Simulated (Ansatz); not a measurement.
# SnO (P4/nmm), symmetry broken, then relaxed

The calculation used Ansatz 0.2.0, DFT PBE+D3(BJ), scalar-relativistic, plane waves, PAW. Cutoff 420 eV, Γ-centred 10×8×6 k-points, Gaussian smearing of 0.15 eV. No spin polarisation. Energies are free energies at this smearing, counted from the undisturbed cell; pressure is positive in compression.

Reference structure (relaxed at this level):

```yaml
crystal:
  lattice:
    - [-3.83710, 0.00000, 0.00000]
    - [0.00000, 0.00000, -4.76213]
    - [0.00000, -7.67419, 0.00000]
  atoms:
    - { symbol: Sn, position: [0.00000, 0.75676, 0.25000] }
    - { symbol: Sn, position: [0.00000, 0.75676, 0.75000] }
    - { symbol: Sn, position: [0.50000, 0.24324, 0.50000] }
    - { symbol: Sn, position: [0.50000, 0.24324, 0.00000] }
    - { symbol: O, position: [0.00000, 0.00000, 0.00000] }
    - { symbol: O, position: [0.00000, 0.00000, 0.50000] }
    - { symbol: O, position: [0.50000, 0.00000, 0.25000] }
    - { symbol: O, position: [0.50000, 0.00000, 0.75000] }
```

The atoms are displaced (Å, in the unstrained cell):

```tsv
atom	ux	uy	uz
Sn1	-0.049	0.013	0.015
Sn2	0.049	-0.013	-0.015
Sn3	0.081	-0.028	-0.073
Sn4	-0.081	0.028	0.073
O5	-0.042	0.003	-0.055
O6	0.042	-0.003	0.055
O7	0.070	-0.054	0.055
O8	-0.070	0.054	-0.055
```

Cell and atoms are then relaxed.

Q: Does the relaxation return to the undisturbed structure?

A: Yes (up to a choice of domain or origin): same space group and volume, and an energy 0.0 meV/atom from it. The disturbance itself cost 33.3 meV/atom. The final space group reads P4/nmm (tolerance 0.05 Å) and the volume changes by -0.09 %.

Final structure:

```
CELL_PARAMETERS angstrom
-3.83708 0.00002 0.00001
0.00002 -0.00002 -4.76000
0.00004 -7.67113 -0.00003
ATOMIC_POSITIONS crystal
Sn 0.00001 0.75654 0.25000
Sn 0.00000 0.75655 0.74999
Sn 0.49999 0.24346 0.50000
Sn 0.50001 0.24345 0.00000
O 0.00000 0.00007 0.00000
O 0.00000 0.00010 0.50000
O 0.50000 0.99991 0.25000
O 0.50000 0.99992 0.75000
```

The relaxation, step by step (energy from the first step; small jumps at an unchanged geometry come where the plane waves are selected anew for the new cell):

```tsv
step	ΔE (meV/atom)	largest force component (eV/Å)	pressure (GPa)
1	0.0	1.087	0.71
2	-14.0	0.638	0.09
3	-33.0	0.025	0.19
4	-33.4	0.022	-0.01
5	-33.3	0.026	0.03
6	-33.3	0.000	0.00
7	-33.3	0.000	0.01
```

Frames along the relaxation (Å, eV/Å):

```xyz
8
Lattice="-3.837 0.000 0.000 0.000 0.000 -4.762 0.000 -7.674 0.000" Properties=species:S:1:pos:R:3:forces:R:3 pbc="T T T" step=1
Sn   -3.886   -1.906   -3.589    0.471   -0.384    0.138
Sn   -3.788   -5.768   -3.619   -0.351    0.408    0.137
Sn   -1.838   -3.866   -1.231   -0.158    0.493    0.871
Sn   -1.999   -7.646   -1.086    0.379   -0.474   -1.087
O    -0.042    0.003   -4.817    0.060    0.118    0.670
O     0.042   -3.840   -4.707   -0.244   -0.051   -0.517
O    -1.848   -1.972   -4.707   -0.816    0.408   -0.473
O    -1.989   -5.702   -4.817    0.658   -0.518    0.261
8
Lattice="-3.837 -0.004 0.001 0.001 0.003 -4.757 -0.007 -7.689 0.004" Properties=species:S:1:pos:R:3:forces:R:3 pbc="T T T" step=2
Sn   -3.948   -1.926   -3.610    0.471    0.573    0.210
Sn   -3.746   -5.761   -3.578   -0.325   -0.638   -0.167
Sn   -1.943   -3.858   -1.072   -0.042    0.023   -0.577
Sn   -1.894   -7.685   -1.237    0.004    0.003    0.571
O     0.071    0.026   -4.823   -0.575   -0.155    0.119
O    -0.049   -3.860   -4.696    0.306    0.120   -0.037
O    -1.954   -1.877   -4.737    0.057   -0.407   -0.242
O    -1.903   -5.816   -4.767    0.104    0.480    0.124
8
Lattice="-3.843 0.001 0.020 0.025 -0.029 -4.742 0.002 -7.651 -0.047" Properties=species:S:1:pos:R:3:forces:R:3 pbc="T T T" step=3
Sn   -3.814   -1.945   -3.575   -0.006    0.012    0.000
Sn   -3.811   -5.773   -3.598   -0.008    0.004   -0.005
Sn   -1.927   -3.820   -1.169    0.013   -0.004   -0.009
Sn   -1.923   -7.644   -1.198    0.001   -0.011    0.008
O     0.026   -0.029   -4.746    0.011    0.017   -0.011
O     0.025   -3.855   -4.764    0.018    0.021   -0.021
O    -1.898   -1.940   -4.742   -0.004   -0.025    0.018
O    -1.894   -5.768   -4.765   -0.025   -0.014    0.020
8
Lattice="-3.842 0.000 -0.001 -0.001 0.002 -4.751 -0.001 -7.661 0.004" Properties=species:S:1:pos:R:3:forces:R:3 pbc="T T T" step=4
Sn   -3.843   -1.913   -3.591    0.000    0.001   -0.021
Sn   -3.844   -5.744   -3.589   -0.001    0.001   -0.022
Sn   -1.921   -3.831   -1.158    0.001   -0.001    0.022
Sn   -1.922   -7.661   -1.157    0.000   -0.001    0.022
O    -0.001    0.002   -4.754    0.000   -0.001    0.001
O    -0.002   -3.828   -4.752    0.000   -0.001    0.000
O    -1.922   -1.913   -4.748    0.001    0.000   -0.001
O    -1.923   -5.743   -4.746    0.000    0.002   -0.001
8
Lattice="-3.842 0.000 0.000 0.000 0.000 -4.766 0.000 -7.663 0.000" Properties=species:S:1:pos:R:3:forces:R:3 pbc="T T T" step=5
Sn   -3.841   -1.916   -3.608   -0.002    0.000    0.026
Sn   -3.842   -5.748   -3.608    0.001    0.001    0.026
Sn   -1.921   -3.831   -1.158    0.001   -0.001   -0.026
Sn   -1.921   -7.663   -1.158    0.000    0.000   -0.026
O     0.000    0.000   -4.768    0.001    0.000    0.000
O     0.001   -3.832   -4.769   -0.001    0.000    0.001
O    -1.921   -1.916   -4.763    0.001    0.000    0.000
O    -1.920   -5.748   -4.763   -0.001    0.000   -0.002
8
Lattice="-3.837 0.000 0.000 0.000 0.000 -4.760 0.000 -7.671 0.000" Properties=species:S:1:pos:R:3:forces:R:3 pbc="T T T" step=6
Sn   -3.837   -1.918   -3.601    0.000    0.000    0.000
Sn   -3.837   -5.753   -3.601    0.000    0.000    0.000
Sn   -1.918   -3.836   -1.159    0.000    0.000    0.000
Sn   -1.919   -7.671   -1.159    0.000    0.000    0.000
O     0.000    0.000   -4.760    0.000    0.000    0.000
O     0.000   -3.836   -4.760    0.000    0.000    0.000
O    -1.918   -1.918   -4.760    0.000    0.000    0.000
O    -1.918   -5.753   -4.760    0.000    0.000    0.000
8
Lattice="-3.837 0.000 0.000 0.000 0.000 -4.760 0.000 -7.671 0.000" Properties=species:S:1:pos:R:3:forces:R:3 pbc="T T T" step=7
Sn   -3.837   -1.918   -3.601    0.000    0.000    0.000
Sn   -3.837   -5.753   -3.601    0.000    0.000    0.000
Sn   -1.918   -3.836   -1.159    0.000    0.000    0.000
Sn   -1.919   -7.671   -1.159    0.000    0.000    0.000
O     0.000    0.000   -4.760    0.000    0.000    0.000
O     0.000   -3.836   -4.760    0.000    0.000    0.000
O    -1.918   -1.918   -4.760    0.000    0.000    0.000
O    -1.918   -5.753   -4.760    0.000    0.000    0.000
```

Cost: 3 runs of about 9 core-minutes in all, on AMD EPYC 9R45 (Zen 5) (shared hosts).